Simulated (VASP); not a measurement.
Input of a VASP 6.6.1 run:

INCAR

```
SYSTEM = Ag
PREC = Accurate ; ENCUT = 520
EDIFF = 1E-6 ; ISMEAR = 0
SIGMA = 0.1 ; LREAL = .FALSE.
LASPH = .TRUE. ; NELM = 100
ALGO = Normal ; ISIF = 2
LWAVE = .FALSE. ; LCHARG = .FALSE.
GGA = PE ; NBANDS = 24
```

File KPOINTS:

```
Automatic mesh
0
G
  6 6 6
  0 0 0
```

File POSCAR:

```
Ag
1.0
    4.7735565713      0.0000000000      0.0000000000
   -2.3867782856      4.1340212571      0.0000000000
    0.0000000000      0.0000000000      2.7833505871
Ag
3
Direct
    0.0000000000      0.0000000000      0.0000000000
    0.3333333333      0.6666666667      0.5000000000
    0.6666666667      0.3333333333      0.5000000000
```

Potentials or basis: VASP PAW PBE potentials, release 64 (Ag).

Run with:

```sh
$ cat potpaw_PBE.64/Ag/POTCAR > POTCAR
$ mpirun -np 1 vasp_std > vasp.out
```

Q: Estimate the band gap on the k mesh.

A: None (metal or under the smearing width).

Q: Predict the pressure.

A: -0.4 GPa.

Caveat: the k mesh is coarse (spacing up to 0.38 Å⁻¹), so the values aren't converged.
